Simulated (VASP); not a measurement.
# Sn: relaxation of the cell, by functional

Sn, Fd-3m (no. 227), 2 atoms in the cell.

| Functional | Volume (A^3) | Pressure left (GPa) | Ionic steps | SCF steps in all | Time (s) |
|---|---|---|---|---|---|
| PBE-mol | 75.554 | 0.00 | 3 | 35 | 44 |
| rregTM | 72.362 | -0.02 | 4 | 97 | 423 |
| RGE2 | 71.270 | 0.01 | 3 | 34 | 47 |

## Input of the first row

INCAR:
```
PREC = Accurate ; ENCUT = 600
EDIFF = 1E-7 ; ISMEAR = 1
SIGMA = 0.1 ; LREAL = False
LASPH = True ; ALGO = Normal
NELM = 100 ; ISIF = 3
LWAVE = False ; LCHARG = False
IBRION = 2 ; NSW = 40
EDIFFG = -0.01 ; GGA_COMPAT = False
GGA = LIBXC ; LIBXC1 = GGA_X_PBE_MOL
LIBXC2 = GGA_C_PBE_MOL
```

KPOINTS:
```
k-points
0
Gamma
  6 6 6
```

POSCAR:
```
Sn
1.0
    0.0000000000      3.2333428000      3.2333428000
    3.2333428000      0.0000000000      3.2333428000
    3.2333428000      3.2333428000      0.0000000000
Sn
2
Direct
    0.7500000000      0.7500000000      0.7500000000
    0.5000000000      0.5000000000      0.5000000000
```

Commands:
```
cat potpaw_PBE.64/Sn_d/POTCAR > POTCAR
mpirun -np 1 vasp_std > vasp.out
```

Changes of the last row against the first:
```
- LIBXC1 = GGA_X_PBE_MOL
- LIBXC2 = GGA_C_PBE_MOL
+ LIBXC1 = GGA_X_RGE2
+ LIBXC2 = GGA_C_RGE2
```

VASP 6.6.1 took 44 s on 1 core (AMD EPYC 9R45 (Zen 5)), a shared host.
